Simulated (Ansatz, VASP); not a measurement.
# One calculation of As, two programs

File INCAR:

```
  PREC = Accurate
  ENCUT = 520
  EDIFF = 1E-6
  ISMEAR = -1
  SIGMA = 0.05
  LREAL = False
  LASPH = True
  NELM = 80
  ALGO = Normal
  ISIF = 2
  LWAVE = False
  LCHARG = True
  GGA = CA
  LELF = True
  LVHAR = True
  NBANDS = 12
```

The input KPOINTS:

```
regular mesh
0
Gamma
  9 9 9
```

File POSCAR:

```
As
1.0
    1.9176846343      1.1071757398      3.5829826684
   -1.9176846343      1.1071757398      3.5829826684
    0.0000000000     -2.2143514796      3.5829826684
As
2
Direct
    0.2260000000      0.2260000000      0.2260000000
    0.7740000000      0.7740000000      0.7740000000
```

input.yaml

```yaml
crystal:
  lattice:
    - [1.9176846343, 1.1071757398, 3.5829826684]
    - [-1.9176846343, 1.1071757398, 3.5829826684]
    - [0.0, -2.2143514796, 3.5829826684]
  atoms:
    - { symbol: As, position: [0.226, 0.226, 0.226] }
    - { symbol: As, position: [0.774, 0.774, 0.774] }
kpoints:
  mp_grid: { grid: [9, 9, 9] }
scf:
  occupations: { method: fermi_dirac, width: 0.05 }
hamiltonian:
  xc: lda
  pseudopotentials: { kind: all_electron, lapw: { basis_error: 0.001 } }
output:
  forces: true
  stress: true
  eigenvalues: true
```

Change from the starting cell: volume scaled by 1.06.

Alike in both runs: task single point; functional LDA; k mesh 9 × 9 × 9; occupations fermi-dirac, width 0.05 eV; no spin polarisation.

|  | VASP | Ansatz |
| --- | --- | --- |
| version | VASP 6.6.1 | Ansatz 0.2.0 |
| potentials or method | VASP PAW LDA potentials, release 64 (As) | all-electron LAPW, scalar-relativistic |
| plane-wave cutoff (eV) | 520 | see its input |

Ansatz gave:

```
gap on the k mesh at the Fermi level (eV)       : none
pressure (GPa)                                  : -5.2
largest component of the traceless stress (GPa) : 0.64
rms of the force components (eV/Å)              : 0.058
```

Task: Estimate VASP's values.

Result: gap on the k mesh at the Fermi level (eV): none; pressure (GPa): -4.9; largest component of the traceless stress (GPa): 0.53; rms of the force components (eV/Å): 0.024.

Atom by atom the forces differ by 0.033 eV/Å (rms over components). A gap of «none» marks a metal or a gap that the smearing closes. Ansatz ran all-electron here, so the differences hold the error of VASP's frozen core and of both bases.
